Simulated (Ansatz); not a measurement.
# CdI2: I-127 NMR of the central transition

Cell: a Materials Project structure (computed, not necessarily an observed phase).

```
Cd I
1.0
     4.28623    0.00000    0.00000
    -2.14311    3.71198    0.00000
     0.00000    0.00000   29.10699
Cd I
4 8
Direct
  0.00000 0.00000 0.00000
  0.66667 0.33333 0.74995
  0.33333 0.66667 0.25005
  0.00000 0.00000 0.50000
  0.00000 0.00000 0.30917
  0.66667 0.33333 0.44110
  0.00000 0.00000 0.69083
  0.33333 0.66667 0.55890
  0.33333 0.66667 0.80913
  0.66667 0.33333 0.94110
  0.66667 0.33333 0.19087
  0.33333 0.66667 0.05890
```

Atom numbers follow the list; atoms alike are taken as one site, whose name carries the number of the first.

Level of theory: DFT, PBE, plane waves and PAW, scalar-relativistic, 420 eV cutoff, Γ-centred 8×8×1 k-points, Fermi–Dirac smearing 0.02 eV (Ansatz 0.2.0).

I-127 has I = 5/2 and Q = -688.2 mb (Pyykkö 2018); at 35.2 T its Larmor frequency is ν₀ = 301.9 MHz (from the bare nuclear moment; shielding lowers the observed one by a per cent or two). Only the quadrupole interaction is simulated: positions count from each site's isotropic chemical shift, and shift anisotropy, dipolar and J coupling are left out.

Question: Simulate the second-order pattern (static powder, Gaussian broadening 30 kHz) of site I6 (3 Cd at 3.01 Å).

Answer: The calculation gives C_Q = 108 MHz and η = 0.00, so ν_Q = 16.2 MHz and the centre of gravity lies at -769 ppm (-232 kHz).

offset (kHz), height and a bar:
```
   -848.4          0 
   -804.6         11 ###
   -760.8        100 ##############################
   -716.9         60 ##################
   -673.1         44 #############
   -629.3         37 ###########
   -585.5         33 ##########
   -541.7         30 #########
   -497.9         28 ########
   -454.0         27 ########
   -410.2         25 ########
   -366.4         24 #######
   -322.6         24 #######
   -278.8         23 #######
   -235.0         22 #######
   -191.1         23 #######
   -147.3         22 #######
   -103.5         22 #######
    -59.7         22 #######
    -15.9         22 #######
     27.9         17 #####
     71.8         18 #####
    115.6         19 ######
    159.4         20 ######
    203.2         21 ######
    247.0         23 #######
    290.8         26 ########
    334.7         31 #########
    378.5         42 #############
    422.3         71 #####################
    466.1          8 ##
    509.9          0
```

An axis of threefold or higher order runs through I6, so V_zz lies along it and η is zero.

Without spin–orbit coupling the gradients at and beside I can be off by some per cent, at some sites by more.
